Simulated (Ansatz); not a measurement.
Ansatz input

```yaml
crystal:
  lattice:
    - [1.8778599936, 1.0841829728, 2.1547276236]
    - [-1.8778599936, 1.0841829728, 2.1547276236]
    - [0.0, -2.1683659456, 2.1547276235]
  atoms:
    - { symbol: Hg, position: [0.0, 0.0, 0.0] }
hamiltonian:
  xc: r2scan
  pseudopotentials:
    kind: paw
    azcp:
      Hg: "pseudopotentials/Hg.paw.azcp"
basis:
  ecutwfc: 500
  fft_grid_basis: typed
kpoints:
  mp_grid: { grid: [11, 11, 11], shift: [0, 0, 0] }
magnetization:
  spin_polarized: false
scf:
  occupations: { method: methfessel_paxton, width: 0.1 }
  lower_state_search: "off"
output:
  stress: true
  write_density: true
  write_potential: true
  elf: true
  volumetric_format: npy
```

Output

```
Engine: ansatz 0.2.0, aarch64-unknown-linux-gnu
Pseudopotentials: kind: paw
Pseudopotential: Hg, paw, valence charge 20, recommended cutoff 500 eV (meta_gga) 
Functional definition: r2SCAN
  parameter k0 = 0.174
  parameter k1 = 0.065
  parameter a1 = 4.9479
  exchange = r2scan_x(k0 = k0, k1 = k1, a1 = a1)
  correlation = r2scan_c
Crystal: 1 atoms, lattice volume = 26.321 Å³
Basis set: ecut = 500 eV, 667 PW (Γ), exchange–correlation on 96×96×96 points (64 copies of the dense FFT grid, shifted against one another)
Bands: 14, of which v1, the nominal top of the filled ones, is band 10 counted from 1 (9 counted from 0)
Symmetry: 12 space group operations
Space group: R-3m (ITA 166), of the structure as read, at distance tolerance 3.0e-5 Å
k-points: 146 of 1331
Non-local potential: Hg, projectors of the file, l = 0: 3, l = 1: 2, l = 2: 2, l = 3: 1
PAW form: soft (Blöchl's): semilocal exchange-correlation on the pseudo side does not see the compensation charge
PAW frozen core: Hg, regenerated for the run's functional (the file was generated under x = pbe(κ = 0.804, μ = 0.2195149727645171), c = pbe(β = 0.06672455060314922))
PAW one-centre angular grid: Hg, 590 points (default); XC on 160 Gauss nodes
Initial density: superposition of atomic densities (neutral atoms: chi_scale 0, normalization atom), corrected by the library's trained network
Initial wavefunctions: pseudopotential atomic-orbital guess
Functional: x = r2scan, c = r2scan; τ floored in thin density (d = 2e-4 eV/Å³)
SCF iter   1: F=—  HF=-13827.826281 eV  |F-HF|=—  |Δ(HF+E_count)|=         —  Δρ=8.15e-3  dr2=1.84e-2  dr2_τ=2.33e-3  ethr=1.77e-3  ⟨swp⟩=5.4  Hψ=10714  notcnv=0
SCF iter   2: F=—  HF=-13827.822417 eV  |F-HF|=—  |Δ(HF+E_count)|=   3.86e-3  S|Δr|=    0.00e0  Δρ=4.12e-3  dr2=4.81e-3  dr2_τ=3.83e-4  ethr=9.21e-5  ⟨swp⟩=1.0  Hψ=3219  notcnv=0
SCF iter   3: F=—  HF=-13827.821288 eV  |F-HF|=—  |Δ(HF+E_count)|=   1.13e-3  S|Δr|=    0.00e0  Δρ=5.20e-4  dr2=3.65e-5  dr2_τ=6.97e-6  ethr=2.41e-5  ⟨swp⟩=2.0  Hψ=2892  notcnv=0
SCF iter   4: F=—  HF=-13827.821334 eV  |F-HF|=—  |Δ(HF+E_count)|=   4.59e-5  S|Δr|=    0.00e0  Δρ=8.66e-5  dr2=1.21e-6  dr2_τ=1.66e-7  ethr=1.82e-7  ⟨swp⟩=2.0  Hψ=3349  notcnv=0
SCF iter   5: F=-13827.821335 eV  HF=-13827.821335 eV  |F-HF|=8.09e-9  |Δ(HF+E_count)|=   4.51e-7  S|Δr|=    0.00e0  Δρ=5.10e-6  dr2=1.99e-9  dr2_τ=1.49e-9  ethr=5.00e-10  ⟨swp⟩=10.1  Hψ=14180  notcnv=0
SCF 1 converged in 5 iterations: F = -13827.821335 eV  dr2 = 1.99e-9
SCF converged after 5 iterations
Stability not checked: this state was not tested for a lower state beside it, because cold or Methfessel-Paxton smearing, or corrected tetrahedra, fill the levels in a way that the test cannot read (fill_not_monotonic; see scf.lower_state_search)
Free energy (F): -13827.821335 eV
Harris-Foulkes:  -13827.821335 eV  (|F-HF|=8.09e-9)
Internal energy: -13827.821364 eV  (E = F + TS)
E sigma→0 (E₀):  -13827.821342 eV
Entropy (-TS):   0.000030 eV (0.030 meV/atom)
Fermi energy:    12.790664 eV
Step filling:    the computed levels leave a gap of 0.0412 eV = 0.4 smearing widths at the electron count; against every level under it full and every level over it empty, smearing changes F+E_penalty+E_count by -4.56e-3 meV and its σ→0 estimate by -0.012 meV
--- Per-component energies (eV) ---
  E_band       = -446.859894
  E_kinetic    = 604.795409
  E_local      = -2721.726732  (includes V_loc(G=0)·N_el)
  E_nonlocal   = 73.797871
  E_hartree    = 1164.174636
  E_xc         = -208.409903
  E_vxc        = -290.200887  (∫ρ·V_xc dr)
  E_paw        = -9971.986324  (= ΣΔE_a)
  E_vpaw       = -462.066297  (= ΣTr[D̂ρ^β])
  E_aug_tail   = 0.000373  (compensation charges beyond the density's cutoff)
  E_vtau       = 20.191349  (kinetic-family band-sum trace: ∫τ·v_τ [+ j·A + Jᵃ·Aᵃ] dr)
  E_ewald      = -2768.317767
  E_core_change = -0.148928  (= ΣΔE_core)
  E_smearing   = 0.000030  (= −TS)
  E_closure    = 0.000000  (closes the sum)
  Σ components = -13827.821335   (vs F -13827.821335, Δ=0.00e0)
--- Stress (GPa, compression-positive) ---
       -0.034070       0.000000       0.000000
        0.000000      -0.034070      -0.000000
        0.000000      -0.000000       0.452583
  P = ⅓ Tr σ = 0.1281 GPa (1.281 kbar)
--- Band table (eV; the first three rows and the last of 146) ---
  k-point 0: bands = ["-104.4221", "-52.2311", "-52.2291", "-52.2291", "4.1193", "4.7332", "4.7332", "6.3131", "6.3131", "6.3168", "24.0329", "24.0329", "24.0685", "28.3112"]
  k-point 1: bands = ["-104.4220", "-52.2337", "-52.2298", "-52.2289", "4.2748", "4.7432", "4.8173", "6.2783", "6.2970", "6.3133", "22.4209", "24.1886", "24.1955", "28.9124"]
  k-point 2: bands = ["-104.4217", "-52.2424", "-52.2296", "-52.2285", "4.5252", "4.7659", "5.2624", "6.1925", "6.2629", "6.3109", "19.6697", "24.5170", "24.5762", "29.3376"]
  k-point 145: bands = ["-104.4189", "-52.2856", "-52.2525", "-52.2524", "4.8141", "5.2061", "5.2479", "6.8616", "6.9076", "13.8430", "15.2635", "19.5389", "20.3162", "22.9394"]
```

Launched by

```sh
ansatz run input.yaml --threads 2 --pin off --max-ram 5120MiB --backend cpu --events-out ev --progress --plain --runs-dir out
```

On 2 threads of Arm Neoverse V1 (shared host) this took about 4.1 s of wall time and 7.9 s of CPU time, with 0.39 GiB at the peak.
